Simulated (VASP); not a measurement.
# TiSi2 (Fddd) in VASP: a series of runs, part 3 of 3

VASP 6.6.1.

## (4) Single point, PBEsol

Contents of INCAR:

```
SYSTEM = TiSi2
PREC = Accurate
ENCUT = 520
EDIFF = 1E-6
ISMEAR = 0
SIGMA = 0.5
LREAL = .False.
LASPH = .True.
NELM = 80
ALGO = Normal
ISIF = 2
LWAVE = .False.
LCHARG = .False.
GGA = PS
```

Contents of KPOINTS:

```
Automatic mesh
0
Gamma
  10 10 10
  0 0 0
```

Contents of POSCAR:

```
TiSi2
1.0
    0.0000000000      4.0920000000      4.2496400000
    2.3815600000      0.0000000000      4.2496400000
    2.3815600000      4.0920000000      0.0000000000
Ti Si
2 4
Direct
    0.5000000000      0.5000000000      0.5000000000
    0.7500000000      0.7500000000      0.7500000000
    0.8361600000      0.1638400000      0.8361600000
    0.1638400000      0.8361600000      0.1638400000
    0.0861600000      0.4138400000      0.0861600000
    0.4138400000      0.0861600000      0.4138400000
```

Potentials or basis: VASP PAW PBE potentials, release 64 (Ti_sv, Si).

Started as:

```bash
$ cat potpaw_PBE.64/Ti_sv/POTCAR potpaw_PBE.64/Si/POTCAR > POTCAR
$ mpirun -np 1 vasp_std > vasp.out
```

OUTCAR:

```text
SYSTEM = TiSi2
   PREC = Accurate
   ENCUT = 520
   EDIFF = 1E-6
   ISMEAR = 0
   LREAL = .False.
   LASPH = .True.
   NELM = 80
   ISIF = 2
   GGA = PS

 ion  position               nearest neighbor table
   1  0.500  0.500  0.500-   5 2.54   6 2.54   5 2.54   6 2.54   4 2.73   4 2.73   3 2.73   3 2.73
                             4 2.75   3 2.75
   2  0.750  0.750  0.750-   3 2.54   4 2.54   3 2.54   4 2.54   5 2.73   6 2.73   5 2.73   6 2.73
                             6 2.75   5 2.75
   3  0.836  0.164  0.836-   6 2.52   6 2.52   2 2.54   2 2.54   4 2.68   1 2.73   1 2.73   1 2.75
                             4 2.77   4 2.77
   4  0.164  0.836  0.164-   5 2.52   5 2.52   2 2.54   2 2.54   3 2.68   1 2.73   1 2.73   1 2.75
                             3 2.77   3 2.77
   5  0.086  0.414  0.086-   4 2.52   4 2.52   1 2.54   1 2.54   6 2.68   2 2.73   2 2.73   2 2.75
                             6 2.77   6 2.77
   6  0.414  0.086  0.414-   3 2.52   3 2.52   1 2.54   1 2.54   5 2.68   2 2.73   2 2.73   2 2.75
                             5 2.77   5 2.77

  LATTYP: Found a face centered orthorhombic cell.
 ALAT       =     4.7631200000
 B/A-ratio  =     1.7182015150
 C/A-ratio  =     1.7843934228

  Lattice vectors:

 A1 = (   0.0000000000,   4.0920000000,   4.2496400000)
 A2 = (   2.3815600000,   0.0000000000,   4.2496400000)
 A3 = (   2.3815600000,   4.0920000000,   0.0000000000)

Analysis of symmetry for initial positions (statically):
=====================================================================
 Subroutine PRICEL returns:
 Original cell was already a primitive cell.

 Routine SETGRP: Setting up the symmetry group for a
 face centered orthorhombic supercell.

 Subroutine GETGRP returns: Found  8 space group operations
 (whereof  4 operations were pure point group operations)
 out of a pool of  8 trial point group operations.

The static configuration has the point symmetry D_2 .
 The point group associated with its full space group is D_2h.

Analysis of symmetry for dynamics (positions and initial velocities):
[... 140 lines left out ...]
     AMIX_MAG =   1.60;   BMIX_MAG =  1.00
  volume/ion in A,a.u.               =      13.80        93.16
  Fermi-wavevector in a.u.,A,eV,Ry     =   1.284404  2.427172 22.445453  1.649694
  Thomas-Fermi vector in A             =   2.416600
   LORBIT       =      0    0 simple, 1 ext, 2 COOP (PROOUT), +10 PAW based schemes
   GGA     = PS    functional components
   LHFCALC =     F    Hartree Fock is set to
   AEXX    =    0.0000 exact exchange contribution
   IVDW    =     0    specifies the selected vdW correction
   LEPSILON=     F    determine dielectric tensor
   LRPA    =     F    only Hartree local field effects (RPA)
 non-spin polarized calculation
 Gauss-broadening in eV      SIGMA  =   0.50
  energy-cutoff  :      520.00
  volume of cell :       82.83
 maximum number of plane-waves:      2264
 NGX is ok and might be reduce to    48
   NGX = 21   NGY = 19   NGZ = 17

 number of electron      40.0000004 magnetization

 Free energy of the ion-electron system (eV)
  ---------------------------------------------------
  ext. energy  EPLUGINS =         0.00000000
  ---------------------------------------------------
  free energy    TOTEN  =       -43.81285933 eV

  energy without entropy =      -43.54575484  energy(sigma->0) =      -43.67930708

 E-fermi :  10.3103     XC(G=0): -11.8796

 val. band max:       10.3101133785   @ k =  -0.2000   0.2000   0.1000
 cond. band min:      10.3116767713   @ k =  -0.3000   0.4000   0.3000
 fundamental gap:      0.0015633928
 Fermi energy:        10.3102509035

 k-point     1 :       0.0000    0.0000    0.0000
  band No.  band energies     occupation
      1     -45.7008      2.00000
      2     -45.6696      2.00000
      3     -22.2033      2.00000
      4     -22.1826      2.00000
      5     -22.1016      2.00000
      6     -22.0857      2.00000
[... 637 lines left out ...]
     23      12.9417      0.00000
     24      13.3268      0.00000

 [... further k-points ...]
[... 5 lines left out ...]
  --------------------------------------------------------------------------------------
  -------------------------------------------------------------------------------------
  Total       -0.0469002      0.0222005      0.3900398      0.0000000      0.0000000      0.0000000
  in kB       -0.9072055      0.4294312      7.5446690      0.0000000      0.0000000      0.0000000
  external PRESSURE =       2.3556316 kB  Pullay stress =       0.0000000 kB

 VOLUME and BASIS-vectors are now :
 -----------------------------------------------------------------------------
  energy-cutoff  :      520.00
  volume of cell :       82.83
      direct lattice vectors                 reciprocal lattice vectors
     0.000000000  4.092000000  4.249640000    -0.209946422  0.122189638  0.117657025
     2.381560000  0.000000000  4.249640000     0.209946422 -0.122189638  0.117657025
     2.381560000  4.092000000  0.000000000     0.209946422  0.122189638 -0.117657025

 POSITION                                       TOTAL-FORCE (eV/Angst)
 -----------------------------------------------------------------------------------
      2.38156      4.09200      4.24964        -0.000000     -0.000000     -0.000000
      3.57234      6.13800      6.37446         0.000000     -0.000000      0.000000
      2.38156      6.84313      4.24964        -0.000000      0.028439      0.000000
      2.38156      1.34087      4.24964        -0.000000     -0.028439      0.000000
      1.19078      0.70513      2.12482         0.000000      0.028439      0.000000
      1.19078      3.38687      2.12482         0.000000     -0.028439      0.000000
 -----------------------------------------------------------------------------------
    total drift:                               -0.000000     -0.000000      0.000000

  FREE ENERGIE OF THE ION-ELECTRON SYSTEM (eV)
  ---------------------------------------------------
  free  energy   TOTEN  =       -43.8128593260 eV

  energy  without entropy=      -43.5457548403  energy(sigma->0) =      -43.67930708
```

OSZICAR:

```text
N       E                     dE             d eps       ncg     rms          rms(c)
DAV:   1     0.384233394414E+03    0.38423E+03   -0.19486E+04  8208   0.178E+03
DAV:   2     0.302150155542E+01   -0.38121E+03   -0.37813E+03  8224   0.498E+02
DAV:   3    -0.441941566999E+02   -0.47216E+02   -0.46473E+02 14744   0.139E+02
DAV:   4    -0.472861843552E+02   -0.30920E+01   -0.30849E+01 11288   0.344E+01
DAV:   5    -0.474932560464E+02   -0.20707E+00   -0.20706E+00 13032   0.760E+00    0.195E+01
DAV:   6    -0.444687677185E+02    0.30245E+01   -0.42112E+01 11800   0.493E+01    0.694E+00
DAV:   7    -0.438962954296E+02    0.57247E+00   -0.80971E+00 11120   0.210E+01    0.521E+00
DAV:   8    -0.438208952671E+02    0.75400E-01   -0.81561E-01 11736   0.756E+00    0.103E+00
DAV:   9    -0.438124292214E+02    0.84660E-02   -0.14881E-01 11664   0.337E+00    0.493E-01
DAV:  10    -0.438128736168E+02   -0.44440E-03   -0.46036E-03 10872   0.586E-01    0.192E-01
DAV:  11    -0.438128982943E+02   -0.24678E-04   -0.31000E-03 13400   0.422E-01    0.117E-01
DAV:  12    -0.438128654982E+02    0.32796E-04   -0.86043E-04 12096   0.232E-01    0.191E-02
DAV:  13    -0.438128602953E+02    0.52029E-05   -0.62785E-05 11896   0.713E-02    0.143E-02
DAV:  14    -0.438128593260E+02    0.96937E-06   -0.44257E-06 10664   0.177E-02
   1 F= -.43812859E+02 E0= -.43679307E+02  d E =-.267104E+00
```

stdout:

```text
POSCAR found type information on POSCAR TiSi
 POSCAR found :  2 types and       6 ions
 scaLAPACK will be used
 -----------------------------------------------------------------------------
|                                                                             |
|                                                                             |
|     You enforced a specific xc type in the INCAR file but a different       |
|     I HOPE YOU KNOW WHAT YOU ARE DOING!                                     |
|                                                                             |
 -----------------------------------------------------------------------------

 LDA part: xc-table for (Slater+PW92), standard interpolation
 POSCAR, INCAR and KPOINTS ok, starting setup
 FFT: planning ... GRIDC
 FFT: planning ... GRID_SOFT
 FFT: planning ... GRID
 WAVECAR not read
 entering main loop
```

It took 2.4 min on 1 thread of Intel Xeon 6975P-C (Granite Rapids), shared host; peak memory 0.44 GiB.

Results:

* Free energy: -43.8129 eV
* Pressure: 0.2 GPa
* Largest force: 0.028 eV/Å
* Band gap on the k mesh: none (metal or under the smearing width)

Forces in eV/Å, atoms in the order of the input:
```
Ti   0.000  0.000  0.000
Ti   0.000  0.000  0.000
Si   0.000  0.028  0.000
Si   0.000 -0.028  0.000
Si   0.000  0.028  0.000
Si   0.000 -0.028  0.000
```

Stress tensor (GPa, compression positive):
```
-0.09  0.00  0.00
 0.00  0.04  0.00
 0.00  0.00  0.75
```

Caveat: the PAW data sets were made with another functional, which shifts forces and pressure a little.

## (5) Single point, PBEsol

Edit INCAR of step 4 so:

```diff
@@ -2,6 +2,6 @@
 PREC = Accurate
-ENCUT = 520
+ENCUT = 900
 EDIFF = 1E-6
 ISMEAR = 0
-SIGMA = 0.5
+SIGMA = 0.1
 LREAL = .False.
```

KPOINTS is that of step 4.

POSCAR is that of step 4.

Started as:

```bash
$ cat potpaw_PBE.64/Ti_sv/POTCAR potpaw_PBE.64/Si/POTCAR > POTCAR
$ mpirun -np 1 vasp_std > vasp.out
```

Wall time 6.7 min (1 thread of Intel Xeon 6975P-C (Granite Rapids), shared host); peak memory 0.84 GiB.

Results (log left out):

| Quantity | Value |
| --- | --- |
| Free energy | -43.6874 eV |
| Pressure | 0.0 GPa |
| Band gap on the k mesh | none (metal or under the smearing width) |

Levels at points of the mesh, in eV from the Fermi level:
| k point | band 17 | band 18 | band 19 | band 20 | band 21 | band 22 | band 23 | band 24 |
| --- | --- | --- | --- | --- | --- | --- | --- | --- |
| (0.00, 0.00, 0.00) | -2.29 | -2.01 | -1.76 | -1.38 | -0.94 | 2.09 | 3.18 | 3.45 |
| (0.50, 0.00, 0.00) | -1.96 | -1.08 | -0.03 | 0.15 | 1.04 | 1.40 | 1.74 | 2.29 |
| (0.50, 0.50, 0.00) | -1.56 | -1.56 | -1.00 | -1.00 | 0.77 | 0.77 | 3.30 | 3.30 |
| (0.50, 0.00, 0.50) | -2.37 | -2.37 | -0.86 | -0.86 | 1.31 | 1.31 | 3.36 | 3.36 |
| (0.00, 0.50, 0.50) | -1.17 | -1.17 | -0.64 | -0.64 | 0.87 | 0.87 | 2.34 | 2.34 |

Caveat: the PAW data sets were made with another functional, which shifts forces and pressure a little.

## (6) Single point, r2SCAN

Edit INCAR of step 5 so:

```diff
@@ -2,3 +2,3 @@
 PREC = Accurate
-ENCUT = 900
+ENCUT = 520
 EDIFF = 1E-6
@@ -13,2 +13,3 @@
 LCHARG = .False.
-GGA = PS
+METAGGA = R2SCAN
+LMIXTAU = .True.
```

KPOINTS is that of step 5.

POSCAR is that of step 5.

Potentials or basis: VASP PAW PBE potentials, release 64 (Ti_sv, Si).

Started as:

```bash
$ cat potpaw_PBE.64/Ti_sv/POTCAR potpaw_PBE.64/Si/POTCAR > POTCAR
$ mpirun -np 1 vasp_std > vasp.out
```

OUTCAR:

```text
SYSTEM = TiSi2
   PREC = Accurate
   ENCUT = 520
   EDIFF = 1E-6
   ISMEAR = 0
   LREAL = .False.
   LASPH = .True.
   NELM = 80
   ISIF = 2
   METAGGA = R2SCAN

 ion  position               nearest neighbor table
   1  0.500  0.500  0.500-   5 2.54   6 2.54   5 2.54   6 2.54   4 2.73   4 2.73   3 2.73   3 2.73
                             4 2.75   3 2.75
   2  0.750  0.750  0.750-   3 2.54   4 2.54   3 2.54   4 2.54   5 2.73   6 2.73   5 2.73   6 2.73
                             6 2.75   5 2.75
   3  0.836  0.164  0.836-   6 2.52   6 2.52   2 2.54   2 2.54   4 2.68   1 2.73   1 2.73   1 2.75
                             4 2.77   4 2.77
   4  0.164  0.836  0.164-   5 2.52   5 2.52   2 2.54   2 2.54   3 2.68   1 2.73   1 2.73   1 2.75
                             3 2.77   3 2.77
   5  0.086  0.414  0.086-   4 2.52   4 2.52   1 2.54   1 2.54   6 2.68   2 2.73   2 2.73   2 2.75
                             6 2.77   6 2.77
   6  0.414  0.086  0.414-   3 2.52   3 2.52   1 2.54   1 2.54   5 2.68   2 2.73   2 2.73   2 2.75
                             5 2.77   5 2.77

  LATTYP: Found a face centered orthorhombic cell.
 ALAT       =     4.7631200000
 B/A-ratio  =     1.7182015150
 C/A-ratio  =     1.7843934228

  Lattice vectors:

 A1 = (   0.0000000000,   4.0920000000,   4.2496400000)
 A2 = (   2.3815600000,   0.0000000000,   4.2496400000)
 A3 = (   2.3815600000,   4.0920000000,   0.0000000000)

Analysis of symmetry for initial positions (statically):
=====================================================================
 Subroutine PRICEL returns:
 Original cell was already a primitive cell.

 Routine SETGRP: Setting up the symmetry group for a
 face centered orthorhombic supercell.

 Subroutine GETGRP returns: Found  8 space group operations
[... 140 lines left out ...]
   EMIN   =  10.00;   EMAX   =-10.00  energy-range for DOS
   EFERMI =   0.00;   METHOD = LEGACY
   ISMEAR =     0;   SIGMA  =   0.10  broadening in eV -4-tet -1-fermi 0-gaus
   EFERMI_NEDOS =   21; number of points for ismear=-14 and -15
   IALGO  =     38    algorithm
   IMIX   =      4    mixing-type and parameters
     AMIX     =   0.40;   BMIX     =  1.00
     AMIX_MAG =   1.60;   BMIX_MAG =  1.00
  volume/ion in A,a.u.               =      13.80        93.16
  Fermi-wavevector in a.u.,A,eV,Ry     =   1.284404  2.427172 22.445453  1.649694
  Thomas-Fermi vector in A             =   2.416600
   LORBIT       =      0    0 simple, 1 ext, 2 COOP (PROOUT), +10 PAW based schemes
   METAGGA = R2SCAN    functional components
   LHFCALC =     F    Hartree Fock is set to
   AEXX    =    0.0000 exact exchange contribution
   IVDW    =     0    specifies the selected vdW correction
   LEPSILON=     F    determine dielectric tensor
   LRPA    =     F    only Hartree local field effects (RPA)
 non-spin polarized calculation
 Gauss-broadening in eV      SIGMA  =   0.10
  energy-cutoff  :      520.00
  volume of cell :       82.83
 maximum number of plane-waves:      2264
 NGX is ok and might be reduce to    48
   NGX = 21   NGY = 19   NGZ = 17

 number of electron      40.0000004 magnetization

 Free energy of the ion-electron system (eV)
  ---------------------------------------------------
  ext. energy  EPLUGINS =         0.00000000
  ---------------------------------------------------
  free energy    TOTEN  =       -64.11234843 eV

  energy without entropy =      -64.10241363  energy(sigma->0) =      -64.10738103

 E-fermi :  10.3872     XC(G=0): -12.6348

 val. band max:       10.3863795229   @ k =  -0.3000   0.2000   0.1000
 cond. band min:      10.3899270958   @ k =  -0.2000   0.1000   0.2000
 fundamental gap:      0.0035475728
 Fermi energy:        10.3871893043

 k-point     1 :       0.0000    0.0000    0.0000
  band No.  band energies     occupation
      1     -48.2032      2.00000
      2     -48.1707      2.00000
      3     -23.5633      2.00000
      4     -23.5348      2.00000
      5     -23.4590      2.00000
      6     -23.4431      2.00000
[... 637 lines left out ...]
     23      13.2513      0.00000
     24      13.6512      0.00000

 [... further k-points ...]
[... 5 lines left out ...]
  --------------------------------------------------------------------------------------
  -------------------------------------------------------------------------------------
  Total        1.0300877      1.2683696      0.7448868      0.0000000      0.0000000      0.0000000
  in kB       19.9253284     24.5344948     14.4085927      0.0000000      0.0000000      0.0000000
  external PRESSURE =      19.6228053 kB  Pullay stress =       0.0000000 kB

 VOLUME and BASIS-vectors are now :
 -----------------------------------------------------------------------------
  energy-cutoff  :      520.00
  volume of cell :       82.83
      direct lattice vectors                 reciprocal lattice vectors
     0.000000000  4.092000000  4.249640000    -0.209946422  0.122189638  0.117657025
     2.381560000  0.000000000  4.249640000     0.209946422 -0.122189638  0.117657025
     2.381560000  4.092000000  0.000000000     0.209946422  0.122189638 -0.117657025

 POSITION                                       TOTAL-FORCE (eV/Angst)
 -----------------------------------------------------------------------------------
      2.38156      4.09200      4.24964         0.000000      0.000000      0.000000
      3.57234      6.13800      6.37446        -0.000000      0.000000     -0.000000
      2.38156      6.84313      4.24964         0.000000      0.070041      0.000000
      2.38156      1.34087      4.24964         0.000000     -0.070041      0.000000
      1.19078      0.70513      2.12482        -0.000000      0.070041     -0.000000
      1.19078      3.38687      2.12482        -0.000000     -0.070041     -0.000000
 -----------------------------------------------------------------------------------
    total drift:                               -0.000000     -0.000000      0.000000

  FREE ENERGIE OF THE ION-ELECTRON SYSTEM (eV)
  ---------------------------------------------------
  free  energy   TOTEN  =       -64.1123484285 eV

  energy  without entropy=      -64.1024136291  energy(sigma->0) =      -64.10738103
```

Wall time 13 min (1 thread of Intel Xeon 6975P-C (Granite Rapids), shared host); peak memory 0.46 GiB.

Results:

```
Free energy            : -64.1123 eV
Pressure               : 2.0 GPa
Largest force          : 0.070 eV/Å
Band gap on the k mesh : none (metal or under the smearing width)
```

Forces on the atoms (eV/Å):
```
Ti   0.000  0.000  0.000
Ti   0.000  0.000  0.000
Si   0.000  0.070  0.000
Si   0.000 -0.070  0.000
Si   0.000  0.070  0.000
Si   0.000 -0.070  0.000
```

Levels at points of the mesh, in eV from the Fermi level:
```
           k point  band 17  band 18  band 19  band 20  band 21  band 22  band 23  band 24
(0.00, 0.00, 0.00)    -2.47    -2.29    -2.01    -1.61    -1.00     2.27     3.42     3.73
(0.50, 0.00, 0.00)    -2.11    -1.15    -0.03     0.17     1.08     1.48     1.83     2.43
(0.50, 0.50, 0.00)    -1.79    -1.79    -1.11    -1.11     0.83     0.83     3.48     3.48
(0.50, 0.00, 0.50)    -2.56    -2.56    -0.92    -0.92     1.41     1.41     3.63     3.63
(0.00, 0.50, 0.50)    -1.24    -1.24    -0.71    -0.71     0.94     0.94     2.51     2.51
```

Caveat: the PAW data sets were made with another functional, which shifts forces and pressure a little.

## (7) Overview

| level | k mesh | cutoff (eV) | smearing | gap on the mesh (eV) | pressure (GPa) | largest force (eV/Å) |
| --- | --- | --- | --- | --- | --- | --- |
| PBEsol | 10 × 10 × 10 | 700 | gaussian 0.1 eV | none | 0.0 | - |
| PBEsol | 14 × 14 × 14 | 520 | gaussian 0.1 eV | none | 0.0 | - |
| PBEsol | 10 × 10 × 10 | 520 | gaussian 0.5 eV | none | 0.2 | 0.03 |
| PBEsol | 10 × 10 × 10 | 900 | gaussian 0.1 eV | none | 0.0 | - |
| r2SCAN | 10 × 10 × 10 | 520 | gaussian 0.1 eV | none | 2.0 | 0.07 |

Alike in all rows: task single point; potentials or basis VASP PAW PBE potentials, release 64 (Ti_sv, Si); no spin polarisation; cell as given.

Every run on the cell as given and a fine mesh finds a metal. The pressure there spans 0.0 GPa (PBEsol) to 2.0 GPa (r2SCAN); a positive pressure means that this level wants a larger cell, a negative one a smaller.

Caveats: the PAW data sets were made with another functional, which shifts forces and pressure a little.

Total energies depend on the potentials used, so only differences within one code and one set of settings carry meaning.
